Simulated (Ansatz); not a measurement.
CdSe:

```
Cd Se
1.0
     0.00000    3.07027    3.07027
     3.07027    0.00000    3.07027
     3.07027    3.07027    0.00000
Cd Se
1 1
Direct
  0.00000 0.00000 0.00000
  0.25000 0.25000 0.25000
```

Measurements of this composition are mostly on another form, of space group No. 186.

```yaml
Program: Ansatz 0.2.0
Task: relaxation of cell and atoms
Functional: PBEsol
Potentials_or_basis: all-electron LAPW, scalar-relativistic
Basis_error_allowed: 0.001 eV/atom
k_mesh: 8 × 8 × 8
Occupations: fermi-dirac, width 0.05 eV
Spin: no spin polarisation
```

At the start: volume 28.94 Å³/atom.

Problem. How do energy, volume and symmetry change on relaxing?

Solution. Over 4 steps the energy falls by 3.6 meV/atom and the volume is 28.14 Å³/atom (-2.8 %); space group F-43m (No. 216, to 0.05 Å).

Step by step:
```
step  energy change (eV)  largest force (eV/Å)  volume (Å³)
   1              0.0000                0.0000        57.88
   2             -0.0065                0.0000        55.76
   3             -0.0073                0.0000        56.28
   4             -0.0073                0.0000        56.28
```

Final structure:
```
CELL_PARAMETERS angstrom
0.00000 3.04170 3.04170
3.04170 0.00000 3.04170
3.04170 3.04170 0.00000
ATOMIC_POSITIONS crystal
Cd 0.00000 0.00000 0.00000
Se 0.25000 0.25000 0.25000
```
